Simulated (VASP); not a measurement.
Runs of VASP 6.6.1 on Zn. All rows change the cell; the cell of one of them follows. It takes space group I4/mmm (No. 139, tetragonal). The conventional cell has a = 2.640 Å, b = 2.640 Å, c = 3.930 Å, α = 90.00°, β = 90.00°, γ = 90.00°. Zn (site symmetry 4/mmm) is surrounded by 12 Zn at 2.64 to 2.71 Å. This isn't the form of Zn at room conditions, which is hcp.

```csv
cell,gap on the mesh (eV),pressure (GPa)
"strain -0.050 along x and y, +0.000 along z, atoms carried along",none,10.0
"strain -0.050 along x and y, -0.025 along z, atoms carried along",none,(a)
"strain +0.000 along x and y, -0.025 along z, atoms carried along",none,2.3
"strain -0.050 along x and y, -0.050 along z, atoms carried along",none,16.6
```

Alike in all rows: task single point; level PBE; potentials or basis VASP PAW PBE potentials, release 64 (Zn); no spin polarisation; k mesh 20 × 20 × 20; cutoff (eV) 520; smearing gaussian 0.15 eV.

Q: Fill in the values left out.

A: (a) 12.9.

Caveats: so large a pressure means that the cell lies far from this level's equilibrium, or that cutoff or potentials fall short (some runs).

A gap of «none» marks a metal or a gap under the smearing width.
